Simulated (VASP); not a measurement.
VASP 6.6.1 run: BeS

INCAR

```
ISMEAR = -1
ISIF = 2
LCHARG = .FALSE.
LREAL = Auto
SIGMA = 0.02
NELM = 98
NELECT = 7.5
NSW = 0
GGA = PE
LASPH = .TRUE.
IBRION = -1
LWAVE = .FALSE.
EDIFF = 1E-7
PREC = Accurate
ENCUT = 520
NBANDS = 11
```

KPOINTS

```
KPOINTS created by Atomic Simulation Environment
0
Gamma
10 10 10
0 0 0
```

POSCAR

```
Be S
 1.0000000000000000
     0.0000000000000000    2.5662460555000002    2.5662460555000002
     2.5662460555000002    0.0000000000000000    2.5662460555000002
     2.5662460555000002    2.5662460555000002    0.0000000000000000
 Be  S
   1   1
Cartesian
  0.0000000000000000  0.0000000000000000  0.0000000000000000
  1.2831230277499999  1.2831230277499999  1.2831230277499999
```

The recommended PBE PAW datasets give the neutral cell 8 valence electrons.

Command

```
mpirun -np 1 vasp_std
```

OSZICAR

```
N       E                     dE             d eps       ncg     rms          rms(c)
DAV:   1     0.168657227031E+02    0.16866E+02   -0.29580E+03  1034   0.501E+02
DAV:   2    -0.945372635660E+01   -0.26319E+02   -0.25612E+02  1365   0.103E+02
DAV:   3    -0.106746629615E+02   -0.12209E+01   -0.12093E+01  1407   0.226E+01
DAV:   4    -0.106822108642E+02   -0.75479E-02   -0.75456E-02  1283   0.199E+00
DAV:   5    -0.106822737483E+02   -0.62884E-04   -0.62883E-04  1349   0.175E-01    0.417E+00
DAV:   6    -0.108263954202E+02   -0.14412E+00   -0.63840E-02  1236   0.102E+00    0.239E+00
DAV:   7    -0.108257017085E+02    0.69371E-03   -0.35456E-02  1189   0.105E+00    0.310E-01
DAV:   8    -0.108262001868E+02   -0.49848E-03   -0.16353E-03  1390   0.229E-01    0.957E-02
DAV:   9    -0.108262156353E+02   -0.15448E-04   -0.14419E-03  1245   0.154E-01    0.902E-02
DAV:  10    -0.108262726044E+02   -0.56969E-04   -0.10681E-04  1375   0.584E-02    0.513E-02
DAV:  11    -0.108262534164E+02    0.19188E-04   -0.10567E-04  1173   0.459E-02    0.887E-03
DAV:  12    -0.108262538797E+02   -0.46325E-06   -0.43879E-06  1277   0.131E-02    0.373E-03
DAV:  13    -0.108262541283E+02   -0.24859E-06   -0.18739E-07  1275   0.252E-03    0.233E-03
DAV:  14    -0.108262541950E+02   -0.66767E-07   -0.18589E-07  1265   0.196E-03
   1 F= -.10826254E+02 E0= -.10825674E+02  d E =-.116012E-02
```

From OUTCAR

```
k-points           NKPTS =     47   k-points in BZ     NKDIM =     47   number of bands    NBANDS=     11

   NELECT =       7.5000    total number of electrons

   dimension x,y,z NGX =    28 NGY =   28 NGZ =   28
   dimension x,y,z NGXF=    56 NGYF=   56 NGZF=   56

  energy-cutoff  :      520.00
  volume of cell :       33.80
      direct lattice vectors                 reciprocal lattice vectors
     0.000000000  2.566246056  2.566246056    -0.194837124  0.194837124  0.194837124
     2.566246056  0.000000000  2.566246056     0.194837124 -0.194837124  0.194837124
     2.566246056  2.566246056  0.000000000     0.194837124  0.194837124 -0.194837124

 k-points in reciprocal lattice and weights: KPOINTS created by Atomic Simulation Env
   0.00000000  0.00000000  0.00000000       0.001
   0.10000000  0.00000000  0.00000000       0.008
   0.20000000  0.00000000  0.00000000       0.008
   0.30000000  0.00000000  0.00000000       0.008
   0.40000000  0.00000000  0.00000000       0.008
   0.50000000  0.00000000  0.00000000       0.004
   0.10000000  0.10000000  0.00000000       0.006
   0.20000000  0.10000000  0.00000000       0.024
   ...

 E-fermi :   1.6279

 k-point     1 :       0.0000    0.0000    0.0000
  band No.  band energies     occupation
      1     -10.3117      2.00000
      2       2.2991      0.00000
      3       2.2991      0.00000
      4       2.2991      0.00000
      5       7.2258      0.00000
      6       8.3488      0.00000
      7       8.3488      0.00000
      8       8.3488      0.00000
      9      15.0708      0.00000
     10      15.0708      0.00000
     11      16.4867      0.00000

 k-point     2 :       0.1000    0.0000    0.0000
  band No.  band energies     occupation
      1     -10.2270      2.00000
      2       1.6543      0.42189
      3       2.2068      0.00000
      4       2.2068      0.00000
      5       7.5567      0.00000
      6       8.5326      0.00000
      7       8.5326      0.00000
      8       8.6755      0.00000
      9      14.6715      0.00000
     10      14.6715      0.00000
     11      16.5996      0.00000

 k-point     3 :       0.2000    0.0000    0.0000
  band No.  band energies     occupation
      1      -9.9898      2.00000
      2       0.3547      2.00000
      3       1.9883      0.00000
      4       1.9883      0.00000
      5       7.6921      0.00000
      6       8.9263      0.00000
      7       8.9263      0.00000
      8       9.8974      0.00000
      9      14.2572      0.00000
     10      14.2572      0.00000
     11      16.5210      0.00000

 k-point     4 :       0.3000    0.0000    0.0000
  band No.  band energies     occupation
      1      -9.6570      2.00000
      2      -0.9287      2.00000
      3       1.7541      0.00364
      4       1.7541      0.00364
      5       7.6320      0.00000
      6       9.1986      0.00000
      7       9.1986      0.00000
      8      11.3857      0.00000
      9      14.5689      0.00000
     10      14.5689      0.00000
     11      16.1924      0.00000

 k-point     5 :       0.4000    0.0000    0.0000
  band No.  band energies     occupation
      1      -9.3433      2.00000
      2      -1.8628      2.00000
      3       1.5862      1.77850
      4       1.5862      1.77849
      5       7.5620      0.00000
      6       9.2417      0.00000
      7       9.2417      0.00000
      8      12.5920      0.00000
      9      15.6826      0.00000
     10      15.6826      0.00000
     11      16.1902      0.00000

 ...

  Total       -6.2792808     -6.2792808     -6.2792808      0.0000000      0.0000000     -0.0000000
  in kB     -297.6429531   -297.6429531   -297.6429531      0.0000000      0.0000000     -0.0000000
  external PRESSURE =    -297.6429531 kB  Pullay stress =       0.0000000 kB

 POSITION                                       TOTAL-FORCE (eV/Angst)
 -----------------------------------------------------------------------------------
      0.00000      0.00000      0.00000         0.000000      0.000000      0.000000
      1.28312      1.28312      1.28312        -0.000000     -0.000000     -0.000000
 -----------------------------------------------------------------------------------
    total drift:                                0.000000      0.000000      0.000000

  FREE ENERGIE OF THE ION-ELECTRON SYSTEM (eV)
  ---------------------------------------------------
  free  energy   TOTEN  =       -10.8262541950 eV

  energy  without entropy=      -10.8250940712  energy(sigma->0) =      -10.82567413
```

It converged. Results: pressure -29.8 GPa.

The cell is charged and sits in a uniform background.

For comparison, a separate PBE run of the intended cell, on usual settings and not on those above, gives a gap of 3.42 eV on its mesh and a pressure of -10.7 GPa.

The run above took about 27 s on one core of a shared host (Intel Xeon Platinum 8488C) and held 0.15 GiB at most.
